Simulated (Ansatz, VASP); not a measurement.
**One calculation of AlN, two programs**

```
Al N
1.0
     2.97426    0.00000    0.00000
    -1.48713    2.57578    0.00000
     0.00000    0.00000    4.66880
Al N
2 2
Direct
  0.33333 0.66667 0.99600
  0.66667 0.33333 0.49600
  0.33333 0.66667 0.38400
  0.66667 0.33333 0.88400
```

Alike in both runs: functional PBE; k mesh 10 × 10 × 6; occupations gaussian, width 0.05 eV; no spin polarisation.

Ansatz relaxed the structure, and its values are those at the end. VASP's run is a single point on that final structure, the one shown.

|  | VASP | Ansatz |
| --- | --- | --- |
| version | VASP 6.6.1 | Ansatz 0.2.0 |
| potentials or method | VASP PAW PBE potentials, release 64 (Al, N) | scalar-relativistic, plane waves, PAW |
| plane-wave cutoff (eV) | 520 | 420 |
| valence electrons in the cell | 16 | 16 |

|  | VASP | Ansatz | Ansatz less VASP |
| --- | --- | --- | --- |
| gap on the k mesh at the Fermi level (eV) | 5.19 | 5.20 | +0.009 |
| least direct gap on the mesh (eV) | 5.47 | 5.45 | -0.020 |

With one functional, cell and mesh, what is left measures potentials, basis and numerics.

 A hybrid or GW would open this gap; PBE tends to underestimate it. A k mesh can miss the band edges.
